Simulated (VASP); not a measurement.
Write the native input for VASP 6.6.1 that does the following.

- Task: single point
- Functional: PBE
- Dispersion: D3(BJ)
- Potentials or basis: VASP PAW PBE potentials, release 64 (C, N, H, O)
- Cutoff: 520 eV
- k mesh: 1 × 1 × 1
- Occupations: fermi-dirac, width 0.05 eV
- Spin: no spin polarisation
- Dipole correction: no
- Further INCAR settings: LREAL = Auto; ALGO = Normal; EDIFF = 1e-06; NBANDS = 72

The structure of H7C2NO2 lies in POSCAR:

```
H7C2NO2
1.0
    7.3489790000      0.0000000000      0.0000000000
    0.0000000000      7.3489790000      0.0000000000
    0.0000000000      0.0000000000      7.3489790000
C N H O
6 3 21 6
Direct
    0.6894154957      0.5653302316      0.3440069702
    0.6608673123      0.5648675823      0.5436265364
    0.1258678246      0.3497764792      0.6391636172
   -0.0194720927      0.2282085716      0.7174193857
    0.2309844674      0.8469203681      0.5115540540
    0.1642949313      0.9717132135      0.3866251353
    0.5965454521      0.5724604738      0.6924771455
   -0.1244254474      0.1342091194      0.7845035344
    0.1082735438      1.0945602103      0.3011302659
    0.6334077155      0.6862041652      0.2914554525
    0.8392050107      0.5710453112      0.3241674796
    0.6407964970      0.4434493553      0.2901355413
    0.1543343640      0.4592066463      0.7321561267
    0.2544843304      0.2651660863      0.6118264864
    0.0773712920      0.3797262178      0.5030766859
    0.3867748159      0.8374088428      0.5090230901
    0.1958503351      0.8657529162      0.6451236287
    0.1640636067      0.6960422666      0.4922452493
    0.5076215349      0.0983946205     -0.1006262230
    0.4086962284      0.2851688650     -0.0742960349
    0.2161116531      0.5441436151      1.0580109155
    0.0256770362      0.5526209831      1.1227682104
    0.0440605423      0.8732913783      0.9367015472
    0.1937003766      1.0106710061      1.0095279902
    0.8487437507      0.0680638766      0.1791949603
    0.6349317368      0.1115393036      0.1165604093
    0.7925862899      0.6550705887     -0.1654787692
    0.7755499097      0.8040708784      0.0030752571
    0.6217734464      0.1406998169      0.4246576293
    0.5328359218      0.2681052701      0.5782844120
    0.4663777104      0.1879580823     -0.0148864216
    0.1297459144      0.4775493303      1.1273674887
    0.1787731330      0.8966007387      0.9361572540
    0.7341564046      0.0082732581      0.1519122588
    0.8351772403      0.6925587895     -0.0444551549
    0.5779714434      0.1537084267      0.5463888249
```

The cell was built by a generator and needn't be a form met in nature.

The input as run:

INCAR

```
PREC = Accurate
ENCUT = 520
EDIFF = 1E-6
ISMEAR = -1
SIGMA = 0.05
LREAL = Auto
LASPH = T
NELM = 60
ALGO = Normal
ISIF = 2
LWAVE = F
LCHARG = F
GGA = PE
IVDW = 12
NBANDS = 72
```

KPOINTS

```
Automatic mesh
0
Gamma
  1 1 1
```

Potentials or basis: VASP PAW PBE potentials, release 64 (C, N, H, O).

Launch:

```console
$ cat potpaw_PBE.64/C/POTCAR potpaw_PBE.64/N/POTCAR potpaw_PBE.64/H/POTCAR potpaw_PBE.64/O/POTCAR > POTCAR
$ mpirun -np 1 vasp_gam > vasp.out
```

It gave:

| Property | Result |
| --- | --- |
| Pressure | 0.4 GPa |
| Largest force | 5.338 eV/Å |
| Band gap on the k mesh | 4.37 eV, direct |
| Dispersion energy per atom | -0.044 eV |

Caveat: the standard files for N, O and F lose accuracy on very short bonds.

Wall time 36 s on 1 thread of Intel(R) Xeon(R) 6975P-C (Granite Rapids), on a shared host, peak memory 0.39 GiB.
